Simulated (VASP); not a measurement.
Crystal: SnSe.

```
Sn Se
1.0
     0.00000    3.01000    3.01000
     3.01000    0.00000    3.01000
     3.01000    3.01000    0.00000
Sn Se
1 1
Direct
  0.00000 0.00000 0.00000
  0.50000 0.50000 0.50000
```

Measurements of this composition are mostly on another form, of space group No. 62.

```yaml
Program: VASP 6.6.1
Task: relaxation of cell and atoms
Functional: LDA
Potentials_or_basis: VASP PAW LDA potentials, release 64 (Sn_d, Se)
Cutoff: 300 eV
k_mesh: 5 × 5 × 5
Occupations: gaussian, width 0.02 eV
Spin: no spin polarisation
```

At the start: pressure -3.7 GPa; volume 27.27 Å³/atom.

Task: How do energy, volume and symmetry change on relaxing?

Result: Over 3 steps the energy falls by 22.3 meV/atom and the volume is 25.43 Å³/atom (-6.7 %); space group Fm-3m (No. 225, to 0.05 Å).

The path:
```
step  energy change (eV)  largest force (eV/Å)  pressure (GPa)  volume (Å³)
   1              0.0000                0.0000           -3.66        54.54
   2             -0.0398                0.0000            1.41        49.77
   3             -0.0447                0.0000           -0.02        50.87
```

Final structure:
```yaml
crystal:
  lattice:
    - [0.00000, 2.94086, 2.94086]
    - [2.94086, 0.00000, 2.94086]
    - [2.94086, 2.94086, 0.00000]
  atoms:
    - { symbol: Sn, position: [0.00000, 0.00000, 0.00000] }
    - { symbol: Se, position: [0.50000, 0.50000, 0.50000] }
```
